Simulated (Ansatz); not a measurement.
Runs of Ansatz 0.2.0 on Fe. Symmetry: P6_3/mmc, No. 194, hexagonal system. Conventional cell: a = 2.434 Å, b = 2.434 Å, c = 3.842 Å, α = 90.00°, β = 90.00°, γ = 120.00°. Fe (site symmetry -6m2) is surrounded by 12 Fe at 2.38 to 2.43 Å. This isn't the form of Fe at room conditions, which is bcc.

```csv
task,level,cell,k mesh,cutoff (eV),points for each segment of the path,mesh quality,gap on the mesh (eV),moment (μB),V0 of scaled cells (Å³/atom),relaxed volume (Å³/atom),B0 (GPa)
equation of state,HSE06,as given,8 × 8 × 4,420,-,coarse,-,-,(a),-,352
equation of state,PBEsol+D4,as given,12 × 12 × 7,420,-,not flagged,-,-,(b),-,334
band structure,r2SCAN,as given,12 × 12 × 7,500,14,not flagged,none,5.16,-,-,-
band structure,HSEsol,as given,6 × 6 × 4,420,4,coarse,none,5.36,-,-,-
relaxation of cell and atoms,PBEsol0,relaxed,6 × 6 × 4,420,-,coarse,none,0.31,-,9.37,-
relaxation of cell and atoms,HSEsol,relaxed,6 × 6 × 4,420,-,coarse,none,5.53,-,12.02,-
single point,PBEsol0,as given,6 × 6 × 4,420,-,coarse,none,0.31,-,-,-
relaxation of cell and atoms,HSE03,relaxed,6 × 6 × 4,420,-,coarse,none,6.15,-,13.10,-
```

Alike in all rows: potentials or basis Ansatz PAW; spin collinear, ferromagnetic start; smearing fermi-dirac 0.05 eV.

Question: Fill in the values left out.

Answer: (a) 9.58; (b) 9.71.

Caveats: some runs use coarse meshes; the PAW data sets come from PBE, with cores solved anew for the run's functional, which leaves a small shift of forces and pressure; the magnetic or orbital state may not be the lowest (some runs); the plane-wave basis is chosen anew once the cell has moved, so the energies of steps on either side of that aren't comparable (some runs); the cell was scaled at fixed shape and fractional positions, which overstates the stiffness of a crystal with free parameters, most of all of layers and chains (some runs); the volume moved by over 15 % at a fixed basis, so the end points are rough (some runs); a pressure of tens of GPa on the cell as given is suspect, and the run, the potentials or the cell itself is likely at fault (some runs).

A k mesh can miss the band edges.

A gap of «none» marks a metal or a gap under the smearing width.

Not every run made on this cell is shown here.
